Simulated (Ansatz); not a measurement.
MnSb: relaxation of cell and atoms

These are results of DFT, PBE, PAW with Ansatz's default frozen-core files, scalar-relativistic (Ansatz 0.2.0), not measurements.

Command: `ansatz run input.yaml --threads 1 --pin off --max-ram 3072MiB --backend cpu --events-out ev --progress --plain --runs-dir out` The run took 24 s on 1 thread of Arm Neoverse V2, on a shared host.

```yaml
crystal:
  lattice:
    - [0.0, 2.6522269105, 2.6522269105]
    - [2.6522269105, 0.0, 2.6522269105]
    - [2.6522269105, 2.6522269105, 0.0]
  atoms:
    - { symbol: Mn, position: [0.0, 0.0, 0.0], spin: 4.0 }
    - { symbol: Sb, position: [0.5, 0.5, 0.5] }
magnetization:
  spin_polarized: true
kpoints:
  mp_grid: { grid: [11, 11, 11] }
scf:
  occupations: { method: fermi_dirac, width: 0.03 }
hamiltonian:
  xc: pbe
  pseudopotentials: { kind: paw }
output:
  forces: true
  stress: true
relax:
  f_tol: 0.005
  max_steps: 80
  cell: {}
```

Spin–orbit coupling is left out, though it moves levels of the heavy atoms by tenths of an eV or more.

The run is spin-polarised from parallel moments and ends with 3.79 μB in the cell; other orders may lie lower.

The cell is built from the rocksalt type as a first guess.

The cutoff is 420 eV; energies and pressures of the walk include the program's estimate of the Pulay term.

Each frame lists the cell vectors (Å), then Cartesian positions (Å); symmetry keeps all forces zero. Free energies count from the first step, -10382.8088 eV.

The walk took 5 evaluations in all; steps that aren't listed are left out.

Step 1: E = 0.0 meV, P = 12.51 GPa

```
cell 0.0000 2.6522 2.6522 2.6522 0.0000 2.6522 2.6522 2.6522 0.0000
Mn    0.0000    0.0000    0.0000
Sb    2.6522    2.6522    2.6522
```

Step 2: E = -209.5 meV, P = 0.30 GPa

```
cell 0.0000 2.7815 2.7815 2.7815 0.0000 2.7815 2.7815 2.7815 0.0000
Mn    0.0000    0.0000    0.0000
Sb    2.7815    2.7815    2.7815
```

Problem. How does the relaxation end?

Solution. It converges, with a = 5.572 Å, b = 5.572 Å, c = 5.572 Å, α = 90.00°, β = 90.00°, γ = 90.00° (conventional cell, space group Fm-3m). The last solve (on a basis chosen afresh for the final cell, so its energy is not quite comparable) gives E = -211.7 meV, P = 0.04 GPa:
```
cell 0.0000 2.7858 2.7858 2.7858 0.0000 2.7858 2.7858 2.7858 0.0000
Mn    0.0000    0.0000    0.0000
Sb    2.7858    2.7858    2.7858
```
